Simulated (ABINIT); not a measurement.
# AlN (P6_3mc): G0W0 in ABINIT against the wavefunction cutoff in GW

Aim: move the wavefunction cutoff in GW of a G0W0 run on AlN (P6_3mc) over a wide range.

Program: ABINIT 10.8.3. Level of theory: PBE and many-body steps on it, plane waves. Results are calculated unless marked as measured.

Report form: the programs' logs are mostly left out.

The database entry behind the starting cell differs from later determinations by our own check (inner coordinate u about 0.002 short), so it need not match the best structure at ambient conditions.

### Step 1. The structure

It takes space group P6_3mc (No. 186, hexagonal). Conventional cell: a = 3.113 Å, b = 3.113 Å, c = 4.981 Å, α = 90.00°, β = 90.00°, γ = 120.00°. Nearest to Al lie 4 N at 1.89 Å. Nearest to N lie 4 Al at 1.89 Å. Farther neighbours and most contacts between anions are not listed.

The cell and positions come from the Crystallography Open Database and are kept as given unless a step says otherwise.

### Step 2. Screening, 6×6×4 mesh, 75 bands, screening to 163.3 eV

This step: ABINIT 10.8.3; RPA screening on PBE, plane waves, norm-conserving pseudopotentials.

The RPA dielectric matrix is built and inverted for each q.

run.abi

```
acell 3*1.0 Angstrom
rprim 
  3.113000000011 -0.000000000003 0.000000000000
  -1.556500000003 2.695937081992 0.000000000000
  0.000000000000 0.000000000000 4.981000000000
ntypat 2
znucl 13 7
natom 4
typat 1 1 2 2
xred 
  0.333333333333 0.666666666667 0.000000000000
  0.666666666667 0.333333333333 0.500000000000
  0.333333333333 0.666666666667 0.380000000000
  0.666666666667 0.333333333333 0.880000000000
pp_dirpath "pseudos"
pseudos "Al.upf, N.upf"
ecut 36
ngkpt 6 6 4
nshiftk 1
shiftk 0 0 0
kptopt 1
chksymbreak 0
istwfk *1
occopt 1
irdwfk 1
optdriver 3
nband 75
ecuteps 6
inclvkb 2
awtr 1
symchi 1
ecutwfn 10.8
indata_prefix "in"
outdata_prefix "out"
tmpdata_prefix "tmp"
```

Started as:

```bash
$ OMP_NUM_THREADS=1 mpirun -n 4 abinit run.abi > log
```

Run time: 47 s. Hardware: 4 MPI ranks of Intel Xeon Platinum 8375C at 2.90GHz (Ice Lake), shared host; peak memory 0.61 GiB; 3.2 min of CPU time.

Numbers from this step:

```
ε∞ with local fields, on this mesh, along the program's q direction : 4.351
the same without local fields                                       : 4.785
plasma frequency                                                    : 22.92 eV
plane waves in the screening matrix                                 : 197
```

Local fields lower ε∞ by 9 %.

### Step 3. 10.8 Ha

This step: G0W0 on PBE, plane waves, norm-conserving pseudopotentials.

Changes to run.abi since step 2:

```diff
@@ -25,8 +25,15 @@
 irdwfk 1
-optdriver 3
+optdriver 4
 nband 75
+gwcalctyp 0
+ecutsigx 10.8
+symsigma 1
+nkptgw 1
+kptgw 
+  0.0000000000 0.0000000000 0.0000000000
+bdgw 
+  6 10
 ecuteps 6
-inclvkb 2
-awtr 1
-symchi 1
+irdscr 1
+ppmodel 1
 ecutwfn 10.8
```

Elapsed: 5.6 s, on 4 MPI ranks; peak memory 0.56 GiB.

Numbers from this step:

```
G0W0 gap on the points computed              : 5.324 eV
starting gap on the mesh                     : 4.220 eV
k of the valence top                         : 0, 0, 0
k of the conduction bottom                   : 0, 0, 0
Z at the valence top                         : 0.795
Z at the conduction bottom                   : 0.82
least direct G0W0 gap on the computed points : 5.324 eV
```

### Step 4. Screening, 6×6×4 mesh, 75 bands, screening to 163.3 eV

This step: RPA screening on PBE, plane waves, norm-conserving pseudopotentials.

Changes to run.abi since step 3:

```diff
@@ -25,16 +25,9 @@
 irdwfk 1
-optdriver 4
+optdriver 3
 nband 75
-gwcalctyp 0
-ecutsigx 10.8
-symsigma 1
-nkptgw 1
-kptgw 
-  0.0000000000 0.0000000000 0.0000000000
-bdgw 
-  6 10
 ecuteps 6
-irdscr 1
-ppmodel 1
-ecutwfn 10.8
+inclvkb 2
+awtr 1
+symchi 1
+ecutwfn 18
 indata_prefix "in"
```

Elapsed: 36 s, on 4 MPI ranks; peak memory 0.55 GiB; 2.4 min of CPU time.

This step gave:

| Item | Value |
| --- | --- |
| ε∞ with local fields, on this mesh, along the program's q direction | 4.246 |
| the same without local fields | 4.675 |
| plasma frequency | 22.97 eV |
| plane waves in the screening matrix | 197 |

### Step 5. 18 Ha

The self-energy is evaluated for the states that the input lists, and the levels follow from it, in one-shot runs by the linearised quasiparticle equation.

This step: G0W0 on PBE, plane waves, norm-conserving pseudopotentials.

Changes to run.abi since step 4:

```diff
@@ -25,8 +25,15 @@
 irdwfk 1
-optdriver 3
+optdriver 4
 nband 75
+gwcalctyp 0
+ecutsigx 18
+symsigma 1
+nkptgw 1
+kptgw 
+  0.0000000000 0.0000000000 0.0000000000
+bdgw 
+  6 10
 ecuteps 6
-inclvkb 2
-awtr 1
-symchi 1
+irdscr 1
+ppmodel 1
 ecutwfn 18
```

It took 6.2 s on 4 MPI ranks; peak memory 0.66 GiB.

Numbers from this step:

```
G0W0 gap on the points computed              : 5.462 eV
starting gap on the mesh                     : 4.220 eV
k of the valence top                         : 0, 0, 0
k of the conduction bottom                   : 0, 0, 0
Z at the valence top                         : 0.791
Z at the conduction bottom                   : 0.819
least direct G0W0 gap on the computed points : 5.462 eV
```

The gap on the mesh goes from 4.22 eV to 5.46 eV, a correction of +1.24 eV.

### Step 6. Screening, 6×6×4 mesh, 75 bands, screening to 163.3 eV

This step: RPA screening on PBE, plane waves, norm-conserving pseudopotentials.

Changes to run.abi since step 5:

```diff
@@ -25,16 +25,9 @@
 irdwfk 1
-optdriver 4
+optdriver 3
 nband 75
-gwcalctyp 0
-ecutsigx 18
-symsigma 1
-nkptgw 1
-kptgw 
-  0.0000000000 0.0000000000 0.0000000000
-bdgw 
-  6 10
 ecuteps 6
-irdscr 1
-ppmodel 1
-ecutwfn 18
+inclvkb 2
+awtr 1
+symchi 1
+ecutwfn 27
 indata_prefix "in"
```

Run time: 68 s. Hardware: 4 MPI ranks; peak memory 0.77 GiB; 4.5 min of CPU time.

Numbers from this step:

```
ε∞ with local fields, on this mesh, along the program's q direction : 4.217
the same without local fields                                       : 4.643
plasma frequency                                                    : 22.97 eV
plane waves in the screening matrix                                 : 197
```

### Step 7. 27 Ha

This step: G0W0 on PBE, plane waves, norm-conserving pseudopotentials.

Changes to run.abi since step 6:

```diff
@@ -25,8 +25,15 @@
 irdwfk 1
-optdriver 3
+optdriver 4
 nband 75
+gwcalctyp 0
+ecutsigx 27
+symsigma 1
+nkptgw 1
+kptgw 
+  0.0000000000 0.0000000000 0.0000000000
+bdgw 
+  6 10
 ecuteps 6
-inclvkb 2
-awtr 1
-symchi 1
+irdscr 1
+ppmodel 1
 ecutwfn 27
```

Wall time 5.9 s (4 MPI ranks); peak memory 0.63 GiB.

This step gave:

```yaml
g0w0_gap_on_the_points_computed: 5.501 eV
starting_gap_on_the_mesh: 4.220 eV
k_of_the_valence_top: 0, 0, 0
k_of_the_conduction_bottom: 0, 0, 0
least_direct_g0w0_gap_on_the_computed_points: 5.501 eV
```

Against the run before, the gap moves by +0.039 eV.

### Step 8. Screening, 6×6×4 mesh, 75 bands, screening to 163.3 eV

This step: RPA screening on PBE, plane waves, norm-conserving pseudopotentials.

Changes to run.abi since step 7:

```diff
@@ -25,16 +25,8 @@
 irdwfk 1
-optdriver 4
+optdriver 3
 nband 75
-gwcalctyp 0
-ecutsigx 27
-symsigma 1
-nkptgw 1
-kptgw 
-  0.0000000000 0.0000000000 0.0000000000
-bdgw 
-  6 10
 ecuteps 6
-irdscr 1
-ppmodel 1
-ecutwfn 27
+inclvkb 2
+awtr 1
+symchi 1
 indata_prefix "in"
```

Wall time 68 s (4 MPI ranks); peak memory 0.92 GiB.

Numbers from this step:

```yaml
eps_infinity_with_local_fields_on_this_mesh_along_the_program_s_q_direction: 4.213
the_same_without_local_fields: 4.639
plasma_frequency: 22.97 eV
plane_waves_in_the_screening_matrix: 197
```

### Step 9. 36 Ha

This step: G0W0 on PBE, plane waves, norm-conserving pseudopotentials.

Changes to run.abi since step 8:

```diff
@@ -25,8 +25,15 @@
 irdwfk 1
-optdriver 3
+optdriver 4
 nband 75
+gwcalctyp 0
+ecutsigx 36
+symsigma 1
+nkptgw 1
+kptgw 
+  0.0000000000 0.0000000000 0.0000000000
+bdgw 
+  6 10
 ecuteps 6
-inclvkb 2
-awtr 1
-symchi 1
+irdscr 1
+ppmodel 1
 indata_prefix "in"
```

Run time: 7.8 s. Hardware: 4 MPI ranks; peak memory 0.8 GiB; 30 s of CPU time.

Numbers from this step:

```yaml
g0w0_gap_on_the_points_computed: 5.513 eV
starting_gap_on_the_mesh: 4.220 eV
k_of_the_valence_top: 0, 0, 0
k_of_the_conduction_bottom: 0, 0, 0
least_direct_g0w0_gap_on_the_computed_points: 5.513 eV
```

Against the run before, the gap moves by +0.012 eV.

### Step 10. Side by side

Times are wall times on 4 MPI ranks of Intel Xeon Platinum 8375C at 2.90GHz (Ice Lake), shared host, good to a factor of about two. A run's time includes the screening step that it read.

| run | mesh | bands | screening cutoff (eV) | DFT gap (eV) | gap on the mesh (eV) | direct (eV) | ε∞ used | time |
| --- | --- | --- | --- | --- | --- | --- | --- | --- |
| 10.8 Ha | 6×6×4 | 75 | 163.3 | 4.220 | 5.324 | 5.324 | 4.35 | 53 s |
| 18 Ha | 6×6×4 | 75 | 163.3 | 4.220 | 5.462 | 5.462 | 4.25 | 42 s |
| 27 Ha | 6×6×4 | 75 | 163.3 | 4.220 | 5.501 | 5.501 | 4.22 | 74 s |
| 36 Ha | 6×6×4 | 75 | 163.3 | 4.220 | 5.513 | 5.513 | 4.21 | 76 s |

### Step 11. Summary of results

```json
{"10.8 Ha": "5.324 eV", "18 Ha": "5.462 eV", "27 Ha": "5.501 eV", "36 Ha": "5.513 eV", "known limits": "not at the basis limit"}
```

**Reading.** The setting moved: wavefunction cutoff in GW. From 10.8 Ha to 36 Ha the gap moves by +0.19 eV. The last step still moves it by +0.012 eV. Bands and screening cutoff are coupled, so a series along one setting does not show full convergence. The exchange cutoff follows the wavefunction cutoff here. Bands and cutoff are finite, so the gap is not at the basis limit. The miss can reach some tenths of an eV and take either sign; the mesh is an error of its own. In the G0W0 runs levels were corrected at 1 k point alone, so a gap called «on the mesh» is the least over those, and an edge elsewhere would be missed.

[Paths, hosts, dates, memory and timing lines, banners, echoed tables and standing remarks are left out of the program output.]

[Logs are printed without paths, hosts, clocks, repeated set-up lines and the standing remarks that a program may print on its own settings, such as how far it seeks lower states.]

[Runs of the session that timed out or met a known fault of the program may be left out.]

[Hosts, paths, dates, database ids (printed as entryN), source tags and the programs' standing remarks are cut or masked in the printed files.]

[G0W0 gaps are taken among the corrected bands and points alone; a level outside them can change the order at an edge.]

[Where Ansatz stands beside ABINIT at settings called matched, ABINIT's density can come from a denser mesh and the files from another edition; pairs whose starting gaps differed by over 0.03 eV were left out, so agreement reads better than it is.]
